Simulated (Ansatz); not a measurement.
# Caesium, fcc under revPBE: from relaxation to bulk modulus

Aim: take caesium in the fcc structure, relax it, solve it on a dense k-mesh, then scale the cell to 7 volumes from 88 to 112 % of the relaxed one and try a fit of the equation of state. Spin polarisation is left out. The k-meshes are 7×7×7 for the relaxation; 11×11×11 for the dense run; 8×8×8 for the volumes.

This is Cs in the fcc structure; at room conditions it is bcc.

Computed with Ansatz 0.2.0 (DFT revPBE, plane waves (420 eV) with PAW, scalar-relativistic; the PAW data stem from PBE, with regenerated cores, unless a step says otherwise).

## Step 1: Starting point

The structure is cubic, space group Fm-3m (No. 225). The conventional cell has a = 7.616 Å, b = 7.616 Å, c = 7.616 Å, α = 90.00°, β = 90.00°, γ = 90.00°.

As a file:

```cif
data_structure
_symmetry_space_group_name_H-M 'P 1'
_symmetry_Int_Tables_number 1
_cell_length_a 5.3855
_cell_length_b 5.3855
_cell_length_c 5.3855
_cell_angle_alpha 60.000
_cell_angle_beta 60.000
_cell_angle_gamma 60.000
_cell_volume 110.45
loop_
_atom_site_label
_atom_site_type_symbol
_atom_site_fract_x
_atom_site_fract_y
_atom_site_fract_z
_atom_site_occupancy
Cs1 Cs 0.00000 0.00000 0.00000 1
```

## Step 2: Geometry optimisation

Input file input.yaml:

```yaml
crystal:
  lattice:
    - [0.0, 3.8081113733, 3.8081113733]
    - [3.8081113733, 0.0, 3.8081113733]
    - [3.8081113733, 3.8081113733, 0.0]
  atoms:
    - { symbol: Cs, position: [0.0, 0.0, 0.0] }
hamiltonian:
  xc: revpbe
  pseudopotentials:
    kind: paw
    azcp:
      Cs: "pseudopotentials/Cs.paw.azcp"
basis:
  ecutwfc: 420
  fft_grid_basis: typed
kpoints:
  mp_grid: { grid: [7, 7, 7], shift: [0, 0, 0] }
magnetization:
  spin_polarized: false
scf:
  occupations: { method: fermi_dirac, width: 0.1 }
relax:
  max_steps: 60
  f_tol: 0.01
  cell: {}
```

The runs that follow: The energy on a finer k-mesh; Equation of state: 88 %; Equation of state: 92 %; Equation of state: 96 %; Equation of state: 100 %; Equation of state: 104 %; Equation of state: 108 %; Equation of state: 112 %.

Before running it: what results should come out? Wanted: space group; conventional cell; volume; shortest distance; gap on the mesh; relative to bcc; V₀, B₀, B₀′.

**Answer**, as computed:

| quantity | value |
| --- | --- |
| space group (spins left aside) | Fm-3m (No. 225) |
| conventional cell | a = 8.015 Å |
| volume | 128.745 Å³/atom |
| shortest distance | 5.668 Å |
| gap on the mesh | none (levels filled in part) |
| relative to bcc | -1 meV/atom |
| V₀, B₀, B₀′ | 129.993 Å³/atom, 1.7 GPa, 3.6 |

The relaxation enlarged the cell by 16.6 % in volume. It lies 1 meV/atom below the element's reference form at the same level (bcc, from a run of its own), within what mesh and smearing can decide. No gap shows: it is a metal or semimetal at this level. B₀ comes out at 1.7 GPa, a soft solid. The symmetry was held, so the structure may be unstable against distortions that break it.
